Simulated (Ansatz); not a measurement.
# Al2O3: the cost of one run

Computed with Ansatz 0.2.0 (DFT PBE, scalar-relativistic, plane waves, PAW, unless a step's input says otherwise).

## 1. The system as given

It takes space group I4_132 (No. 214, cubic). Conventional cell: a = 9.137 Å, b = 9.137 Å, c = 9.137 Å, α = 90.00°, β = 90.00°, γ = 90.00°. Around Al (site symmetry 32) lie 3 O at 1.62 Å. Around O (site symmetry 222) lie 2 Al at 1.62 Å.

Coordinates:

```
CELL_PARAMETERS angstrom
-4.56860 4.56860 4.56860
4.56860 -4.56860 4.56860
4.56860 4.56860 -4.56860
ATOMIC_POSITIONS crystal
Al 0.75000 0.75000 0.75000
Al 0.50000 0.00000 0.75000
Al 0.00000 0.75000 0.50000
Al 0.75000 0.50000 0.00000
O 0.62500 0.87500 0.75000
O 0.87500 0.75000 0.62500
O 0.75000 0.62500 0.87500
O 0.25000 0.87500 0.62500
O 0.62500 0.25000 0.87500
O 0.87500 0.62500 0.25000
```

The cell is invented: 3-connected net, bridging atoms on its edges (I4_132, No. 214). Lengths come from tabulated atomic sizes and are only a guess.

## 2. Probe: one point on a coarse mesh

File input.yaml:

```yaml
crystal:
  lattice:
    - [-4.56860093, 4.56860093, 4.56860093]
    - [4.56860093, -4.56860093, 4.56860093]
    - [4.56860093, 4.56860093, -4.56860093]
  atoms:
    - { symbol: Al, position: [0.75, 0.75, 0.75] }
    - { symbol: Al, position: [0.5, 0.0, 0.75] }
    - { symbol: Al, position: [0.0, 0.75, 0.5] }
    - { symbol: Al, position: [0.75, 0.5, 0.0] }
    - { symbol: O, position: [0.625, 0.875, 0.75] }
    - { symbol: O, position: [0.875, 0.75, 0.625] }
    - { symbol: O, position: [0.75, 0.625, 0.875] }
    - { symbol: O, position: [0.25, 0.875, 0.625] }
    - { symbol: O, position: [0.625, 0.25, 0.875] }
    - { symbol: O, position: [0.875, 0.625, 0.25] }
basis:
  ecutwfc: 420
kpoints:
  mp_grid: { grid: [4, 4, 4] }
hamiltonian:
  xc: pbe
scf:
  occupations: { method: gaussian, width: 0.1 }
  lower_state_search: "off"
output:
  forces: true
  stress: true
  eigenvalues: true
```

Run with:

```bash
$ ansatz run input.yaml --threads 1 --pin off --max-ram 2560MiB --backend cpu --events-out ev --progress --plain --runs-dir out
```

**Question.** How long does this run take on 1 thread of Arm Neoverse V2, shared host, and how much memory does it need?

About 6.2 s, with a peak of 0.44 GiB.
